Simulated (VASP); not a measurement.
Input of a VASP 6.6.1 run:

Contents of INCAR:

```
SYSTEM = KCl
ALGO = Fast
EDIFF = 1E-7
EDIFFG = -0.01
ENCUT = 600
GGA = PE
IBRION = 2
ISIF = 2
ISMEAR = 0
IVDW = 12
LASPH = .TRUE.
LCHARG = .FALSE.
LREAL = .FALSE.
LWAVE = .FALSE.
NELM = 80
NSW = 40
PREC = Accurate
SIGMA = 0.03
```

Contents of KPOINTS:

```
k-points
0
G
  8 8 8
  0 0 0
```

POSCAR

```
KCl                                     
1.0
    3.7341844355      0.0000000000      0.0000000000
    0.0000000000      3.7341844355      0.0000000000
    0.0000000000      0.0000000000      3.7341844355
  K               Cl            
     1     1
Direct
     0.0000000000000000    0.0000000000000000    0.0000000000000000
     0.5000000000000000    0.5000000000000000    0.5000000000000000
```

Potentials or basis: VASP PAW PBE potentials, release 64 (K_sv, Cl).

Run with:

```bash
$ cat potpaw_PBE.64/K_sv/POTCAR potpaw_PBE.64/Cl/POTCAR > POTCAR
$ mpirun -np 1 vasp_std > vasp.out
```

Task: Predict the dispersion energy per atom.

Result: -0.237 eV.

Task: Estimate the band gap on the k mesh.

Result: 5.17 eV, indirect (least direct gap 5.39 eV).

Final structure:
```
K Cl
1.0
     3.73418    0.00000    0.00000
     0.00000    3.73418    0.00000
     0.00000    0.00000    3.73418
K Cl
1 1
Direct
  0.00000 0.00000 0.00000
  0.50000 0.50000 0.50000
```

Caveat: the relaxation stopped at its first step, so nothing moved. A k mesh can miss the band edges.
